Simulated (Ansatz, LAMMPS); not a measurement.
**Amorphous TiO2 at 3.19 g/cm^3 (84 atoms) under strain**

Aim: relax amorphous TiO2 at 3.19 g/cm^3 (84 atoms), then change its volume and shape to read moduli from the stress.

Program: Ansatz 0.2.0. Level of theory: Kohn-Sham DFT, PBE, PAW (set soft_2), plane waves. Results are calculated unless marked as measured.

**1. Set-up**

The cell holds 84 atoms: 28 Ti and 56 O. Cell: a = 10.514 Å, b = 10.514 Å, c = 10.514 Å, α = 90.0°, β = 90.0°, γ = 90.0°. 84 atoms (28 Ti, 56 O) placed at random at 3.19 g/cm³, melted at 5000 K for 10 ps at fixed volume with the Morse and Coulomb pair potential with partial charges (Pedone, Malavasi, Menziani, Cormack and Segre, J. Phys. Chem. B 110, 11780 (2006)). Quenched from 5000 K to 300 K at 50 K/ps and fixed volume, held 5 ps, then minimised at fixed cell.

Limits known from the start: The quench rate of 50 K/ps is many orders above laboratory rates, so the cell is likely richer in defects and strain than a real sample. The network of bonds at the start is that of the classical potential that made the cell, and needn't be the one that DFT or experiment would give. Only the Γ point is sampled.

**2. Single point at the start**

A single point comes first, to see the forces before anything moves.

Contents of input.yaml:

```yaml
crystal:
  lattice:
    - [10.5139, 0.0, 0.0]
    - [0.0, 10.5139, 0.0]
    - [0.0, 0.0, 10.5139]
  atoms:
    - { symbol: Ti, position: [0.11922, 0.0844, 0.8952] }
    - { symbol: Ti, position: [0.91037, 0.77374, 0.08134] }
    - { symbol: Ti, position: [0.90396, 0.57263, 0.36968] }
    - { symbol: Ti, position: [0.073, 0.44474, 0.77696] }
    - { symbol: Ti, position: [0.65866, 0.10005, 0.4147] }
    - { symbol: Ti, position: [0.99883, 0.40652, 0.10544] }
    - { symbol: Ti, position: [0.87385, 0.1085, 0.11509] }
    - { symbol: Ti, position: [0.61569, 0.03832, 0.90393] }
    - { symbol: Ti, position: [0.63608, 0.4569, 0.79417] }
    - { symbol: Ti, position: [0.61768, 0.4157, 0.36068] }
    - { symbol: Ti, position: [0.166, 0.88184, 0.56411] }
    - { symbol: Ti, position: [0.4153, 0.10044, 0.64669] }
    - { symbol: Ti, position: [0.69682, 0.78602, 0.40867] }
    - { symbol: Ti, position: [0.40937, 0.08614, 0.20799] }
    - { symbol: Ti, position: [0.96768, 0.07281, 0.41015] }
    - { symbol: Ti, position: [0.59637, 0.76839, 0.10539] }
    - { symbol: Ti, position: [0.25666, 0.79187, 0.84578] }
    - { symbol: Ti, position: [0.23337, 0.61311, 0.41102] }
    - { symbol: Ti, position: [0.48672, 0.68275, 0.64813] }
    - { symbol: Ti, position: [0.69278, 0.32731, 0.05524] }
    - { symbol: Ti, position: [0.85886, 0.68843, 0.77149] }
    - { symbol: Ti, position: [0.36064, 0.42977, 0.59328] }
    - { symbol: Ti, position: [0.86065, 0.31233, 0.58886] }
    - { symbol: Ti, position: [0.32806, 0.58165, 0.08199] }
    - { symbol: Ti, position: [0.8726, 0.99432, 0.67906] }
    - { symbol: Ti, position: [0.19086, 0.29297, 0.35442] }
    - { symbol: Ti, position: [0.37159, 0.2828, 0.94309] }
    - { symbol: Ti, position: [0.17387, 0.87093, 0.24584] }
    - { symbol: O, position: [0.48261, 0.64999, 0.07032] }
    - { symbol: O, position: [0.24068, 0.42857, 0.44673] }
    - { symbol: O, position: [0.31718, 0.19021, 0.30881] }
    - { symbol: O, position: [0.02356, 0.12541, 0.02947] }
    - { symbol: O, position: [0.73902, 0.02288, 0.78775] }
    - { symbol: O, position: [0.21083, 0.81211, 0.40947] }
    - { symbol: O, position: [0.96252, 0.56504, 0.72514] }
    - { symbol: O, position: [0.85625, 0.74145, 0.36327] }
    - { symbol: O, position: [0.85269, 0.82442, 0.67415] }
    - { symbol: O, position: [0.23237, 0.2105, 0.87537] }
    - { symbol: O, position: [0.85875, 0.94078, 0.09025] }
    - { symbol: O, position: [0.37376, 0.26281, 0.6292] }
    - { symbol: O, position: [0.753, 0.70981, 0.09112] }
    - { symbol: O, position: [0.31965, 0.94158, 0.19755] }
    - { symbol: O, position: [0.16381, 0.7871, 0.70206] }
    - { symbol: O, position: [0.52601, 0.33946, 0.88784] }
    - { symbol: O, position: [0.9307, 0.74163, 0.91558] }
    - { symbol: O, position: [0.49085, 0.51497, 0.70185] }
    - { symbol: O, position: [0.2817, 0.61151, 0.24475] }
    - { symbol: O, position: [0.73773, 0.95098, 0.44038] }
    - { symbol: O, position: [0.69965, 0.1546, 0.01284] }
    - { symbol: O, position: [0.56354, 0.085, 0.27278] }
    - { symbol: O, position: [0.59317, 0.79804, 0.27245] }
    - { symbol: O, position: [0.89737, 0.42261, 0.46483] }
    - { symbol: O, position: [0.34795, 0.63828, 0.54093] }
    - { symbol: O, position: [0.53789, 0.07738, 0.53528] }
    - { symbol: O, position: [0.85325, 0.13661, 0.56373] }
    - { symbol: O, position: [0.93808, 0.53305, 0.20096] }
    - { symbol: O, position: [0.07198, 0.20697, 0.4355] }
    - { symbol: O, position: [0.48252, 0.07926, 0.80317] }
    - { symbol: O, position: [0.4118, 0.77336, 0.76924] }
    - { symbol: O, position: [0.32963, 0.42178, 0.03205] }
    - { symbol: O, position: [0.22909, 0.46222, 0.7135] }
    - { symbol: O, position: [0.11639, 0.3471, 0.21216] }
    - { symbol: O, position: [0.59618, 0.74452, 0.54022] }
    - { symbol: O, position: [0.69801, 0.62537, 0.77226] }
    - { symbol: O, position: [0.07408, 0.99948, 0.29133] }
    - { symbol: O, position: [0.28574, 0.99681, 0.60624] }
    - { symbol: O, position: [0.73546, 0.43679, 0.93736] }
    - { symbol: O, position: [0.2135, 0.94239, 0.91134] }
    - { symbol: O, position: [0.00456, 0.03744, 0.78116] }
    - { symbol: O, position: [0.72496, 0.36587, 0.6792] }
    - { symbol: O, position: [0.06596, 0.78311, 0.15229] }
    - { symbol: O, position: [0.7124, 0.55471, 0.37318] }
    - { symbol: O, position: [0.60995, 0.3774, 0.19232] }
    - { symbol: O, position: [0.58032, 0.9053, 0.00363] }
    - { symbol: O, position: [0.85246, 0.11549, 0.28748] }
    - { symbol: O, position: [0.98868, 0.31584, 0.70412] }
    - { symbol: O, position: [0.68232, 0.27046, 0.42173] }
    - { symbol: O, position: [0.06595, 0.60984, 0.42305] }
    - { symbol: O, position: [0.86147, 0.29839, 0.11084] }
    - { symbol: O, position: [0.48341, 0.43572, 0.45722] }
    - { symbol: O, position: [0.01931, 0.96072, 0.53382] }
    - { symbol: O, position: [0.04925, 0.43497, 0.9477] }
    - { symbol: O, position: [0.24899, 0.67143, 0.96166] }
    - { symbol: O, position: [0.41655, 0.16501, 0.05905] }
kpoints:
  mp_grid: { grid: [1, 1, 1] }
hamiltonian:
  xc: pbe
scf:
  occupations: { method: fixed }
output:
  forces: true
```

Started as:

```
$ ansatz run input.yaml --threads 4 --pin off --max-ram 8192MiB --backend cpu --events-out ev --progress --plain --runs-dir out
```

Numbers of over 12 decimals in the logs are rounded to 6 here.

What it wrote:

```text
Engine: ansatz 0.2.0, aarch64-unknown-linux-gnu
Pseudopotentials: kind: paw
Pseudopotential: Ti, paw, valence charge 12, recommended cutoff 420 eV (normal), Ti.paw.azcp
Pseudopotential: O, paw, valence charge 6, recommended cutoff 420 eV (normal), O.paw.azcp
[... 5 lines on functional and potentials left out ...]
Crystal: 84 atoms, lattice volume = 1162.229 Å³
Basis set: ecut = 420 eV, 22743 PW (Γ), exchange–correlation on 144×144×144 points (8 copies of the dense FFT grid, shifted against one another)
Bands: 420, of which v1, the nominal top of the filled ones, is band 336 counted from 1 (335 counted from 0)
Symmetry: 1 space group operations
Space group: P1 (ITA 1), of the structure as read, at distance tolerance 1.1e-4 Å
k-points: 1
[... 5 lines on functional and potentials left out ...]
Initial density: superposition of atomic densities (neutral atoms: chi_scale 0, normalization atom), corrected by the library's trained network
Initial wavefunctions: pseudopotential atomic-orbital guess
Functional: x = pbe(κ = 0.804, μ = 0.219515), c = pbe(β = 0.066725)
SCF iter   1: F=—  HF=-101873.405419 eV  |F-HF|=—  |Δ(HF+E_count)|=         —  Δρ=4.18e-3  dr2=2.06e-1  ethr=1.77e-3  ⟨swp⟩=4.0  Hψ=1283  notcnv=0  defer=82
preconditioner: auto → Resta (q_TF=auto, 2.490 Å⁻¹)  ε∞=6.2  [insulator: Δε(μ)=2.558 eV  Ē_g=10.092 eV  n_scr=304 (ndim 8)  ℏωp=23.1 eV  f_vac=0.153  ε∞_Penn≈6.2]
SCF iter   2: F=—  HF=-101873.387548 eV  |F-HF|=—  |Δ(HF+E_count)|=   1.79e-2  Δρ=2.14e-3  dr2=3.51e-2  ethr=3.07e-5  ⟨swp⟩=3.0  Hψ=609  notcnv=0  defer=82
SCF iter   3: F=—  HF=-101873.390012 eV  |F-HF|=—  |Δ(HF+E_count)|=   2.46e-3  Δρ=1.05e-3  dr2=1.36e-2  ethr=5.22e-6  ⟨swp⟩=3.0  Hψ=545  notcnv=0  defer=82
SCF iter   4: F=—  HF=-101873.391616 eV  |F-HF|=—  |Δ(HF+E_count)|=   1.60e-3  Δρ=3.84e-4  dr2=2.50e-3  ethr=2.02e-6  ⟨swp⟩=2.0  Hψ=515  notcnv=0  defer=82
SCF iter   5: F=—  HF=-101873.391803 eV  |F-HF|=—  |Δ(HF+E_count)|=   1.87e-4  Δρ=1.90e-4  dr2=5.02e-4  ethr=3.72e-7  ⟨swp⟩=2.0  Hψ=515  notcnv=0  defer=82
SCF iter   6: F=—  HF=-101873.391903 eV  |F-HF|=—  |Δ(HF+E_count)|=   9.98e-5  Δρ=1.15e-4  dr2=1.69e-4  ethr=7.48e-8  ⟨swp⟩=2.0  Hψ=532  notcnv=0  defer=79
SCF iter   7: F=—  HF=-101873.391948 eV  |F-HF|=—  |Δ(HF+E_count)|=   4.53e-5  Δρ=4.06e-5  dr2=2.25e-5  ethr=2.52e-8  ⟨swp⟩=2.0  Hψ=532  notcnv=0  defer=76
SCF iter   8: F=—  HF=-101873.394286 eV  |F-HF|=—  |Δ(HF+E_count)|=   2.34e-3  Δρ=2.36e-5  dr2=7.06e-6  ethr=3.34e-9  ⟨swp⟩=2.0  Hψ=756  notcnv=0  defer=77
SCF iter   9: F=—  HF=-101873.394289 eV  |F-HF|=—  |Δ(HF+E_count)|=   2.93e-6  Δρ=1.04e-5  dr2=1.49e-6  ethr=1.05e-9  ⟨swp⟩=2.0  Hψ=538  notcnv=0  defer=77
SCF iter  10: F=—  HF=-101873.394289 eV  |F-HF|=—  |Δ(HF+E_count)|=   6.08e-7  Δρ=4.70e-6  dr2=3.30e-7  ethr=2.21e-10  ⟨swp⟩=2.0  Hψ=583  notcnv=0  defer=77
SCF iter  11: F=-101873.394289 eV  HF=-101873.394289 eV  |F-HF|=3.22e-8  |Δ(HF+E_count)|=   1.41e-7  Δρ=2.33e-6  dr2=7.71e-8  ethr=1.49e-11  ⟨swp⟩=4.0  Hψ=1263  notcnv=0
SCF 1 converged in 11 iterations: F = -101873.394289 eV  dr2 = 7.71e-8
  greatest PAW one-centre occupation: 0.999 electrons in one spin orbital (limit 2), on the Ti atom at site 8 (counted from 0), in its partial waves of l = 0
SCF converged after 11 iterations
Free energy (F): -101873.394289 eV
Harris-Foulkes:  -101873.394289 eV  (|F-HF|=3.22e-8)
Internal energy: -101873.394289 eV  (E = F + TS)
E sigma→0 (E₀):  -101873.394289 eV
Fermi energy:    5.032740 eV
--- Per-component energies (eV) ---
  E_band       = -7874.825200
  E_kinetic    = 17518.250267
  E_local      = -60093.033543  (includes V_loc(G=0)·N_el)
  E_nonlocal   = 2793.064217
  E_hartree    = 23672.673166
  E_xc         = -6887.259829
  E_vxc        = -8717.686709  (∫ρ·V_xc dr)
  E_paw        = -38147.216870  (= ΣΔE_a)
  E_vpaw       = -6720.904202  (= ΣTr[D̂ρ^β])
  E_aug_tail   = 0.140445  (compensation charges beyond the density's cutoff)
  E_ewald      = -40730.012144
  E_smearing   = -0.000000  (= −TS)
  E_closure    = -0.000000  (closes the sum)
  Σ components = -101873.394289   (vs F -101873.394289, Δ=0.00e0)
--- Forces (eV/Å), atoms counted from 1 ---
  atom   1  Ti     0.07801193    -0.15394275     0.40602577
  atom   2  Ti    -0.75435910     0.70023811    -0.55346869
  atom   3  Ti    -1.01148310    -0.50422340    -0.77200376
  atom   4  Ti    -0.41840091    -0.18441809    -0.38986958
  atom   5  Ti    -0.52016897     0.76031675    -0.24718204
  atom   6  Ti    -0.58527372    -0.25629501     0.72209475
  atom   7  Ti    -0.90125278    -0.34407051    -0.60905404
  atom   8  Ti     0.37997008     0.62637305     0.01463782
  atom   9  Ti     0.88225539    -0.57105210    -0.21448987
  atom  10  Ti     0.20077461     0.60512954     0.54552292
  atom  11  Ti     0.99711916     0.47809728    -0.20164646
  atom  12  Ti     0.47985530    -0.09519715    -0.09515794
  atom  13  Ti     0.31300395    -0.43759158    -1.17135825
  atom  14  Ti    -0.59348666     0.58929106     0.46681166
[...]
atom  83  O     -1.15366910    -0.46968048     0.18870394
  atom  84  O      0.29780944     0.04557564    -0.70343310
  max |Σ_I F_I| component: 1.66e-4 eV/Å
```

Elapsed: 12 s, on 4 threads of Arm Neoverse V2, shared host; peak memory 1.4 GiB; 46 s of CPU time.

In the SCF lines HF is the Harris–Foulkes energy and dr2 the Hartree energy of the density residual, in eV; the loop may stop once dr2 is under the threshold and the program's other checks hold. Hψ counts applications of the Hamiltonian.

The r.m.s. force at the start is 0.58 eV/Å.

(Continued in part 2 of 4.)

[Logs are printed without paths, hosts, clocks, repeated set-up lines and the standing remarks that a program may print on its own settings, such as how far it seeks lower states.]

[Hosts, paths, dates, database ids (printed as entryN), source tags and the programs' standing remarks are cut or masked in the printed files.]
